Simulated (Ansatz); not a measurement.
TiSi2:

```
Ti Si
1.0
     1.76511   -6.75928    0.00000
     1.76511    6.75928    0.00000
     0.00000    0.00000    3.56517
Ti Si
2 4
Direct
  0.10312 0.89688 0.25000
  0.89688 0.10312 0.75000
  0.75031 0.24969 0.25000
  0.24969 0.75031 0.75000
  0.44175 0.55825 0.25000
  0.55825 0.44175 0.75000
```

The cell comes from a database or a generator and needn't be the stable form of this composition.

Base run:

- Program: Ansatz 0.2.0
- Functional: r2SCAN
- Potentials or basis: Ansatz PAW
- Cutoff: 500 eV (not typed: the program's choice for these potentials)
- k mesh: 8 × 8 × 8
- Occupations: fermi-dirac, width 0.05 eV
- Spin: no spin polarisation
- Hubbard terms: Ti d U = 1 eV

Its results: band gap on the k mesh none (metal or under the smearing width); pressure 0.7 GPa; largest force 0.034 eV/Å.

The run is repeated on the same cell with these changes: hubbard terms from Ti d U = 1 eV to Ti d U = 4 eV. What comes out?

Band gap on the k mesh none (metal or under the smearing width); pressure 3.5 GPa; largest force 0.120 eV/Å.

Caveats: U without spin polarisation on a metal has little footing; the PAW data sets come from PBE, with cores solved anew for the run's functional, which leaves a small shift of forces and pressure; the U is typed as a test and isn't derived for this compound.
